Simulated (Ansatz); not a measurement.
# TiO2 (P3_121) in Ansatz: relaxation of the atoms with PBE

Aim: the relaxation of the atoms of TiO2 with PBE.

All numbers are computed with Ansatz 0.2.0; they aren't measurements. Logs are shortened: lines on timing, memory, paths and dates and some standing lists are left out, and cuts for length are marked.

### Step 1. The cell of the first run

The structure is trigonal, space group P3_121 (No. 152). The conventional cell has a = 5.471 Å, b = 5.471 Å, c = 6.082 Å, α = 90.00°, β = 90.00°, γ = 120.00°. Around Ti (site symmetry 2) lie 4 O at 1.78 to 1.80 Å. O (site symmetry 1) has 2 Ti at 1.78 to 1.80 Å as nearest neighbours.

Measurements of this composition are mostly on another form, of space group No. 141.

### Step 2. Relaxation of the atoms, PBE (strained by -2 %)

input.yaml reads:

```yaml
crystal:
  lattice:
    - [5.4705782808, 0.0, 0.0]
    - [-2.7352891404, 4.7376597645, 0.0]
    - [0.0, 0.0, 6.08246788]
  atoms:
    - { symbol: Ti, position: [0.46693675, 0.0, 0.3333333333] }
    - { symbol: Ti, position: [0.0, 0.46693675, 0.6666666667] }
    - { symbol: Ti, position: [0.53306325, 0.53306325, 0.0] }
    - { symbol: O, position: [0.58106572, 0.85143318, 0.1206639333] }
    - { symbol: O, position: [0.72963254, 0.14856682, 0.5460027333] }
    - { symbol: O, position: [0.27036746, 0.41893428, 0.7873306] }
    - { symbol: O, position: [0.85143318, 0.58106572, 0.8793360667] }
    - { symbol: O, position: [0.14856682, 0.72963254, 0.4539972667] }
    - { symbol: O, position: [0.41893428, 0.27036746, 0.2126694] }
hamiltonian:
  xc: pbe
  pseudopotentials: { kind: paw }
kpoints:
  mp_grid: { grid: [5, 5, 4] }
scf:
  occupations: { method: fermi_dirac, width: 0.05 }
output:
  forces: true
  stress: true
  eigenvalues: true
relax:
  f_tol: 0.01
  max_steps: 40
```

Potentials or basis: Ansatz PAW.

The run is started by

```console
> ansatz run input.yaml --threads 4 --pin off --max-ram 11264MiB --backend cpu --events-out ev --progress --plain --runs-dir out
```

The log of the run:

```text
Warning: output.stress: scf.convergence.dr2_threshold = 1e-7 eV (the SCF's general default) is looser than the 9e-10 eV advised for a printed stress (1e-10 eV for each atom of the cell: 9). What an SCF threshold leaves in a stress goes as its square root, and in the free energy as the threshold itself, and one threshold admits the most on a small cell: of the crystals measured, under no hybrid functional and no lock of the moments, on runs that ended without the residual-converged pass, on stresses that held no estimate of that error, the worst erred by over 100 MPa in a component at 1e-7 eV an atom and by under 5 at 1e-10. Every solve of this run answers to scf.convergence.dr2_threshold, and the tensor of one is reported: a single SCF on the reported geometry and on this run's grids (its basis.xc_grid and basis.ecutrho_ratio typed), with scf.convergence.dr2_threshold at 9e-10 eV or tighter, prints it and tightens no other solve. Else set scf.convergence.dr2_threshold to 9e-10 eV or tighter. The threshold is an SCF's pass mark: one that does not reach it within its budget of iterations ends unconverged, or closes short of it on a stop that the run arms, and scf.convergence.dr2_threshold's page says what that costs each kind of run
Warning: RAYON_NUM_THREADS=4 ignored (pool sized by the plan → 4); use --threads N
Engine: ansatz 0.2.0, aarch64-unknown-linux-gnu
Pseudopotentials: kind: paw
Pseudopotential: Ti, paw, valence charge 12, recommended cutoff 420 eV (normal), Ti.paw.azcp
Pseudopotential: O, paw, valence charge 6, recommended cutoff 420 eV (normal), O.paw.azcp
Functional definition: PBE
  parameter kappa = 0.804
  parameter beta = 0.06672455060314922
  exchange = pbe_x(kappa = kappa, mu = beta*pi^2/3)
  correlation = pbe_c(beta = beta)
Crystal: 9 atoms, lattice volume = 157.644 Å³
Basis set: ecut = 420 eV, 3075 PW (Γ), exchange–correlation on 80×80×90 points (8 copies of the dense FFT grid, shifted against one another)
Bands: 45, of which v1, the nominal top of the filled ones, is band 36 counted from 1 (35 counted from 0)
Symmetry: 6 space group operations
Space group: P3121 (ITA 152), of the structure as read, at distance tolerance 5.4e-5 Å
k-points: 17 of 100 (time reversal used)
Non-local potential: Ti, projectors of the file, l = 0: 3, l = 1: 2, l = 2: 3, l = 3: 1
Non-local potential: O, projectors of the file, l = 0: 2, l = 1: 2, l = 2: 1
PAW form: soft (Blöchl's): semilocal exchange-correlation on the pseudo side does not see the compensation charge
PAW one-centre angular grid: Ti, 590 points (default); XC on 64 Gauss nodes
PAW one-centre angular grid: O, 110 points (default); XC on 64 Gauss nodes
Initial density: superposition of atomic densities (neutral atoms: chi_scale 0, normalization atom), corrected by the library's trained network
Initial wavefunctions: pseudopotential atomic-orbital guess
Functional: x = pbe(κ = 0.804, μ = 0.2195149727645171), c = pbe(β = 0.06672455060314922)
SCF iter   1: F=—  HF=-10915.721004 eV  |F-HF|=—  |Δ(HF+E_count)|=         —  Δρ=2.47e-3  dr2=4.66e-3  ethr=1.77e-3  ⟨swp⟩=5.2  Hψ=3014  notcnv=0
preconditioner: auto → Resta (q_TF=auto, 2.394 Å⁻¹)  ε∞=5.0  [insulator: Δε(μ)=3.756 eV  Ē_g=10.291 eV  σ=0.050 eV  W_gap=1.00  n_scr=28 (ndim 8)  ℏωp=20.5 eV  f_vac=0.289  D(μ)=0.00/eV (n_scr^D=0)  ε∞_Penn≈5.0]
SCF iter   2: F=—  HF=-10915.722289 eV  |F-HF|=—  |Δ(HF+E_count)|=   1.29e-3  Δρ=1.22e-3  dr2=1.38e-3  ethr=6.47e-6  ⟨swp⟩=2.0  Hψ=1122  notcnv=0
SCF iter   3: F=—  HF=-10915.723642 eV  |F-HF|=—  |Δ(HF+E_count)|=   1.35e-3  Δρ=8.80e-4  dr2=1.15e-3  ethr=1.92e-6  ⟨swp⟩=2.1  Hψ=1045  notcnv=0
SCF iter   4: F=—  HF=-10915.723563 eV  |F-HF|=—  |Δ(HF+E_count)|=   7.91e-5  Δρ=1.90e-4  dr2=7.17e-5  ethr=1.60e-6  ⟨swp⟩=2.0  Hψ=1004  notcnv=0
SCF iter   5: F=—  HF=-10915.723627 eV  |F-HF|=—  |Δ(HF+E_count)|=   6.44e-5  Δρ=6.33e-5  dr2=8.55e-6  ethr=9.95e-8  ⟨swp⟩=2.0  Hψ=970  notcnv=0
SCF iter   6: F=-10915.723642 eV  HF=-10915.723640 eV  |F-HF|=1.06e-6  |Δ(HF+E_count)|=   1.34e-5  Δρ=1.48e-5  dr2=3.90e-7  ethr=3.47e-9  ⟨swp⟩=8.4  Hψ=3038  notcnv=0
SCF 1 converged in 6 iterations: F = -10915.723642 eV  dr2 = 3.90e-7
relax step   1: F+E_penalty+E_count = -10915.72364156 eV  Δ(F+E_penalty+E_count) = +0.000e0 eV  max|allowed force component| = 4.661e-1 eV/Å  Δτ_max = 0.0000 Å  (6 SCF iters, dr2 threshold 2.50e-6 eV, accepted)
Initial density: handed on by an earlier stage of this run
Initial wavefunctions: those handed on with the density
iter 1 solved again at ethr=2.06e-5 eV; its pass at ethr=3.10e-3 eV (dr2=1.48e-2 eV) is discarded
SCF iter   1: F=—  HF=-10915.805615 eV  |F-HF|=—  |Δ(HF+E_count)|=         —  Δρ=3.98e-3  dr2=1.57e-2  ethr=2.06e-5  ⟨swp⟩=2.0  Hψ=2439  notcnv=0  defer=46
preconditioner: auto → Resta (q_TF=auto, 2.394 Å⁻¹)  ε∞=5.0  [insulator: Δε(μ)=3.733 eV  Ē_g=10.193 eV  σ=0.050 eV  W_gap=1.00  n_scr=28 (ndim 8)  ℏωp=20.5 eV  f_vac=0.287  D(μ)=0.00/eV (n_scr^D=0)  ε∞_Penn≈5.0]
SCF iter   2: F=—  HF=-10915.803764 eV  |F-HF|=—  |Δ(HF+E_count)|=   1.85e-3  Δρ=2.15e-3  dr2=4.47e-3  ethr=2.06e-5  ⟨swp⟩=2.2  Hψ=1089  notcnv=0  defer=46
SCF iter   3: F=—  HF=-10915.804059 eV  |F-HF|=—  |Δ(HF+E_count)|=   2.95e-4  Δρ=1.43e-3  dr2=3.17e-3  ethr=6.20e-6  ⟨swp⟩=2.0  Hψ=1127  notcnv=0  defer=46
SCF iter   4: F=—  HF=-10915.803541 eV  |F-HF|=—  |Δ(HF+E_count)|=   5.18e-4  Δρ=2.87e-4  dr2=1.34e-4  ethr=4.40e-6  ⟨swp⟩=2.0  Hψ=968  notcnv=0  defer=46
SCF iter   5: F=-10915.803585 eV  HF=-10915.803573 eV  |F-HF|=1.21e-5  |Δ(HF+E_count)|=   3.26e-5  Δρ=8.37e-5  dr2=1.26e-5  ethr=1.89e-8  ⟨swp⟩=9.0  Hψ=3509  notcnv=0
SCF 2 converged in 5 iterations: F = -10915.803585 eV  dr2 = 1.26e-5
relax step   2: F+E_penalty+E_count = -10915.80358523 eV  Δ(F+E_penalty+E_count) = -7.994e-2 eV  max|allowed force component| = 2.729e-1 eV/Å  Δτ_max = 0.0401 Å  (5 SCF iters, dr2 threshold 1.36e-5 eV, accepted)
SCF iter   1: F=—  HF=-10915.848282 eV  |F-HF|=—  |Δ(HF+E_count)|=         —  Δρ=5.33e-3  dr2=3.35e-2  ethr=4.92e-4  ⟨swp⟩=4.0  Hψ=1792  notcnv=0  defer=47
preconditioner: auto → Resta (q_TF=auto, 2.394 Å⁻¹)  ε∞=5.2  [insulator: Δε(μ)=3.651 eV  Ē_g=10.013 eV  σ=0.050 eV  W_gap=1.00  n_scr=28 (ndim 8)  ℏωp=20.5 eV  f_vac=0.278  D(μ)=0.00/eV (n_scr^D=0)  ε∞_Penn≈5.2]
SCF iter   2: F=—  HF=-10915.844240 eV  |F-HF|=—  |Δ(HF+E_count)|=   4.04e-3  Δρ=2.94e-3  dr2=1.01e-2  ethr=4.65e-5  ⟨swp⟩=2.0  Hψ=1007  notcnv=0  defer=47
SCF iter   3: F=—  HF=-10915.844375 eV  |F-HF|=—  |Δ(HF+E_count)|=   1.35e-4  Δρ=2.12e-3  dr2=7.17e-3  ethr=1.41e-5  ⟨swp⟩=2.0  Hψ=1232  notcnv=0  defer=47
SCF iter   4: F=—  HF=-10915.843248 eV  |F-HF|=—  |Δ(HF+E_count)|=   1.13e-3  Δρ=4.83e-4  dr2=3.79e-4  ethr=9.95e-6  ⟨swp⟩=2.0  Hψ=1130  notcnv=0  defer=47
SCF iter   5: F=—  HF=-10915.843350 eV  |F-HF|=—  |Δ(HF+E_count)|=   1.02e-4  Δρ=1.31e-4  dr2=3.46e-5  ethr=5.26e-7  ⟨swp⟩=2.1  Hψ=908  notcnv=0  defer=47
SCF iter   6: F=-10915.843393 eV  HF=-10915.843389 eV  |F-HF|=3.98e-6  |Δ(HF+E_count)|=   3.81e-5  Δρ=3.62e-5  dr2=2.53e-6  ethr=6.47e-9  ⟨swp⟩=9.3  Hψ=3097  notcnv=0
SCF 3 converged in 6 iterations: F = -10915.843393 eV  dr2 = 2.53e-6
relax step   3: F+E_penalty+E_count = -10915.84339256 eV  Δ(F+E_penalty+E_count) = -3.981e-2 eV  max|allowed force component| = 5.576e-2 eV/Å  Δτ_max = 0.0625 Å  (6 SCF iters, dr2 threshold 4.66e-6 eV, accepted)
SCF iter   1: F=—  HF=-10915.845182 eV  |F-HF|=—  |Δ(HF+E_count)|=         —  Δρ=1.29e-3  dr2=1.02e-3  ethr=1.53e-5  ⟨swp⟩=2.1  Hψ=1553  notcnv=0  defer=47
preconditioner: auto → Resta (q_TF=auto, 2.394 Å⁻¹)  ε∞=5.2  [insulator: Δε(μ)=3.606 eV  Ē_g=10.000 eV  σ=0.050 eV  W_gap=1.00  n_scr=28 (ndim 8)  ℏωp=20.5 eV  f_vac=0.276  D(μ)=0.00/eV (n_scr^D=0)  ε∞_Penn≈5.2]
SCF iter   2: F=—  HF=-10915.845178 eV  |F-HF|=—  |Δ(HF+E_count)|=   4.17e-6  Δρ=6.73e-4  dr2=3.00e-4  ethr=1.41e-6  ⟨swp⟩=1.0  Hψ=901  notcnv=0  defer=47
SCF iter   3: F=—  HF=-10915.845215 eV  |F-HF|=—  |Δ(HF+E_count)|=   3.70e-5  Δρ=1.88e-4  dr2=5.73e-5  ethr=4.17e-7  ⟨swp⟩=2.0  Hψ=1024  notcnv=0  defer=47
SCF iter   4: F=—  HF=-10915.845246 eV  |F-HF|=—  |Δ(HF+E_count)|=   3.17e-5  Δρ=1.14e-4  dr2=2.16e-5  ethr=7.96e-8  ⟨swp⟩=2.1  Hψ=1050  notcnv=0  defer=47
SCF iter   5: F=—  HF=-10915.845245 eV  |F-HF|=—  |Δ(HF+E_count)|=   1.54e-6  Δρ=3.86e-5  dr2=3.06e-6  ethr=3.01e-8  ⟨swp⟩=2.0  Hψ=884  notcnv=0  defer=47
SCF iter   6: F=-10915.845245 eV  HF=-10915.845245 eV  |F-HF|=1.26e-7  |Δ(HF+E_count)|=   5.76e-7  Δρ=6.94e-6  dr2=1.55e-7  ethr=2.70e-10  ⟨swp⟩=8.2  Hψ=3436  notcnv=0
SCF 4 converged in 6 iterations: F = -10915.845245 eV  dr2 = 1.55e-7
relax step   4: F+E_penalty+E_count = -10915.84524543 eV  Δ(F+E_penalty+E_count) = -1.853e-3 eV  max|allowed force component| = 1.106e-2 eV/Å  Δτ_max = 0.0098 Å  (6 SCF iters, dr2 threshold 1.94e-7 eV, accepted)
SCF iter   1: F=—  HF=-10915.845355 eV  |F-HF|=—  |Δ(HF+E_count)|=         —  Δρ=9.64e-5  dr2=1.32e-5  ethr=8.78e-8  ⟨swp⟩=2.2  Hψ=1448  notcnv=0
preconditioner: auto → Resta (q_TF=auto, 2.394 Å⁻¹)  ε∞=5.2  [insulator: Δε(μ)=3.609 eV  Ē_g=10.000 eV  σ=0.050 eV  W_gap=1.00  n_scr=28 (ndim 8)  ℏωp=20.5 eV  f_vac=0.276  D(μ)=0.00/eV (n_scr^D=0)  ε∞_Penn≈5.2]
SCF iter   2: F=—  HF=-10915.845274 eV  |F-HF|=—  |Δ(HF+E_count)|=   8.07e-5  Δρ=4.89e-5  dr2=3.86e-6  ethr=1.84e-8  ⟨swp⟩=1.9  Hψ=1189  notcnv=0
SCF iter   3: F=—  HF=-10915.845273 eV  |F-HF|=—  |Δ(HF+E_count)|=   9.92e-7  Δρ=2.43e-5  dr2=9.73e-7  ethr=5.36e-9  ⟨swp⟩=2.1  Hψ=1118  notcnv=0
SCF iter   4: F=—  HF=-10915.845273 eV  |F-HF|=—  |Δ(HF+E_count)|=   1.32e-7  Δρ=1.03e-5  dr2=1.75e-7  ethr=1.35e-9  ⟨swp⟩=2.0  Hψ=1000  notcnv=0
SCF iter   5: F=-10915.845273 eV  HF=-10915.845273 eV  |F-HF|=4.05e-9  |Δ(HF+E_count)|=   7.54e-9  Δρ=2.81e-6  dr2=1.90e-8  ethr=1.39e-10  ⟨swp⟩=6.9  Hψ=2468  notcnv=0
SCF 5 converged in 5 iterations: F = -10915.845273 eV  dr2 = 1.90e-8
relax step   5: F+E_penalty+E_count = -10915.84527303 eV  Δ(F+E_penalty+E_count) = -2.759e-5 eV  max|allowed force component| = 5.675e-4 eV/Å  Δτ_max = 0.0009 Å  (5 SCF iters, accepted)
SCF converged after 5 iterations
Free energy (F): -10915.845273 eV
Harris-Foulkes:  -10915.845273 eV  (|F-HF|=4.05e-9)
Internal energy: -10915.845273 eV  (E = F + TS)
E sigma→0 (E₀):  -10915.845273 eV
Fermi energy:    3.636644 eV
--- Per-component energies (eV) ---
  E_band       = -1017.917922
  E_kinetic    = 1867.248205
  E_local      = -7463.498532  (includes V_loc(G=0)·N_el)
  E_nonlocal   = 298.706255
  E_hartree    = 2964.237191
  E_xc         = -735.172623
  E_vxc        = -930.114381  (∫ρ·V_xc dr)
  E_paw        = -4086.007577  (= ΣΔE_a)
  E_vpaw       = -718.748715  (= ΣTr[D̂ρ^β])
  E_aug_tail   = 0.014757  (compensation charges beyond the density's cutoff)
  E_ewald      = -3761.372950
  E_smearing   = -0.000000  (= −TS)
  E_closure    = 0.000000  (closes the sum)
  Σ components = -10915.845273   (vs F -10915.845273, Δ=0.00e0)
--- Forces (eV/Å), atoms counted from 1 ---
  atom   1  Ti     0.00056749     0.00000000    -0.00000000
  atom   2  Ti    -0.00028375     0.00049146     0.00000000
  atom   3  Ti    -0.00028375    -0.00049146    -0.00000000
  atom   4  O      0.00009691     0.00026401     0.00011175
  atom   5  O      0.00009691    -0.00026401    -0.00011175
  atom   6  O      0.00018018    -0.00021594     0.00011175
  atom   7  O      0.00018018     0.00021594    -0.00011175
  atom   8  O     -0.00027710    -0.00004808     0.00011175
  atom   9  O     -0.00027710     0.00004808    -0.00011175
  max |Σ_I F_I| component: 8.31e-18 eV/Å
--- Stress (GPa, compression-positive) ---
        1.607168       0.000000       0.000000
        0.000000       1.607168       0.000000
        0.000000       0.000000       0.923208
  P = ⅓ Tr σ = 1.3792 GPa (13.792 kbar)
--- Band table (eV; the first three rows and the last of 17) ---
  k-point 0: bands = ["-53.4336", "-53.4199", "-53.4199", "-29.8995", "-29.8717", "-29.8717", "-29.8462", "-29.8462", "-29.7393", "-29.7319", "-29.7243", "-29.7243", "-14.2490", "-13.6831", "-13.6831", "-13.5686", "-13.5686", "-13.5309", "-1.0276", "-1.0276", "-0.8742", "-0.8077", "-0.8077", "-0.6533", "-0.5799", "-0.4947", "-0.4947", "0.5497", "0.5497", "0.6657", "0.9427", "0.9652", "0.9652", "1.4357", "1.4957", "1.4957", "5.5063", "5.9939", "5.9939", "6.3526", "6.3526", "6.5999", "7.1071", "7.1071", "7.4617"]
  k-point 1: bands = ["-53.4323", "-53.4245", "-53.4166", "-29.8949", "-29.8818", "-29.8742", "-29.8632", "-29.8106", "-29.7449", "-29.7377", "-29.7347", "-29.7133", "-14.1940", "-13.8585", "-13.5702", "-13.5629", "-13.5618", "-13.5366", "-1.0313", "-0.9827", "-0.9432", "-0.9160", "-0.7142", "-0.6719", "-0.6027", "-0.4666", "-0.2457", "0.4053", "0.4240", "0.4790", "0.7234", "0.9076", "1.2070", "1.5839", "1.5839", "1.6604", "5.5872", "5.6396", "5.9521", "6.2665", "6.3489", "6.5674", "6.9698", "7.2907", "7.6571"]
  k-point 2: bands = ["-53.4290", "-53.4290", "-53.4154", "-29.8897", "-29.8841", "-29.8841", "-29.8656", "-29.7727", "-29.7727", "-29.7390", "-29.7390", "-29.7087", "-14.0477", "-14.0477", "-13.5663", "-13.5500", "-13.5500", "-13.5229", "-1.0239", "-0.9793", "-0.9793", "-0.8487", "-0.8487", "-0.7383", "-0.5014", "-0.1812", "-0.1812", "0.1803", "0.1803", "0.3765", "0.8330", "0.8330", "1.1588", "1.7236", "1.7236", "1.7755", "5.3843", "5.8081", "5.8081", "6.1708", "6.3144", "6.3144", "7.3517", "7.3517", "7.4000"]
  k-point 16: bands = ["-53.4290", "-53.4236", "-53.4208", "-29.9028", "-29.8841", "-29.8809", "-29.8378", "-29.8081", "-29.7710", "-29.7262", "-29.7258", "-29.7201", "-14.0122", "-13.8458", "-13.7510", "-13.5618", "-13.5565", "-13.5430", "-1.0381", "-1.0043", "-0.8681", "-0.8491", "-0.8117", "-0.8080", "-0.3623", "-0.2721", "-0.1296", "-0.0451", "0.1808", "0.3309", "0.8286", "1.0202", "1.1806", "1.2210", "1.4488", "1.5160", "6.1260", "6.1761", "6.2359", "6.5393", "6.6865", "6.7116", "7.0231", "7.3815", "7.6040"]
--- Relaxed structure (5 steps of the walk, 5 accepted, 0 SCFs on fresh bases) ---
  F+E_penalty+E_count = -10915.84527303 eV   max|allowed force component| = 5.675e-4 eV/Å
  atoms:
    - { symbol: Ti, position: [0.460062160612084, -3.2817384728866856e-19, 0.3333333333333333] }
    - { symbol: Ti, position: [8.326672684688674e-17, 0.46006216061208416, 0.6666666666666667] }
    - { symbol: Ti, position: [0.539937839387916, 0.539937839387916, 6.337791064054476e-20] }
    - { symbol: O, position: [0.5858463891376888, 0.868007996698664, 0.11174874072730483] }
    - { symbol: O, position: [0.7178383924390248, 0.13199200330133593, 0.5549179259393618] }
    - { symbol: O, position: [0.28216160756097525, 0.41415361086231123, 0.7784154073939716] }
    - { symbol: O, position: [0.8680079966986642, 0.5858463891376889, 0.888251259272695] }
    - { symbol: O, position: [0.131992003301336, 0.7178383924390248, 0.44508207406063816] }
    - { symbol: O, position: [0.4141536108623112, 0.28216160756097525, 0.2215845926060285] }
```

Run time: 12 s. Hardware: 4 threads of Arm Neoverse V2, shared host; peak memory 0.52 GiB.

What came out:

```yaml
Free_energy: -10915.8453 eV
Energy_gained_by_relaxing: 13.5 meV/atom
Ionic_steps: 5
Pressure_after_relaxing: 1.4 GPa
Band_gap_on_the_k_mesh: 3.61 eV, direct
```

Step by step:
```csv
step,energy change (eV),largest force (eV/Å)
1,0.0000,0.5020
2,-0.0799,0.2931
3,-0.1198,0.0562
4,-0.1216,0.0112
5,-0.1216,0.0006
```

Final structure:
```
Ti O
1.0
     5.47058    0.00000    0.00000
    -2.73529    4.73766    0.00000
     0.00000    0.00000    6.08247
Ti O
3 6
Cartesian
  2.5168 0.0000 2.0275
  -1.2584 2.1796 4.0550
  1.4769 2.5580 0.0000
  0.8307 4.1123 0.6797
  3.5660 0.6253 3.3753
  0.4108 1.9621 4.7347
  3.1460 2.7755 5.4028
  -1.2414 3.4009 2.7072
  1.4939 1.3368 1.3478
```

Levels at points of the mesh, in eV from the valence-band top:
| k point | band 34 | band 35 | band 36 | band 37 | band 38 | band 39 |
| --- | --- | --- | --- | --- | --- | --- |
| (0.00, 0.00, 0.00) | -0.34 | -0.28 | -0.28 | 3.73 | 4.22 | 4.22 |
| (0.00, 0.00, -0.50) | -0.05 | -0.05 | 0.00 | 3.61 | 4.03 | 4.03 |

Caveat: odd divisions of the mesh miss points on the zone boundary, where band edges often lie, so the gap on the mesh can be too wide; the pressure holds a Pulay correction of +0.4 GPa for the finite cutoff; the thresholds are loose for stress. A k mesh can miss the band edges.
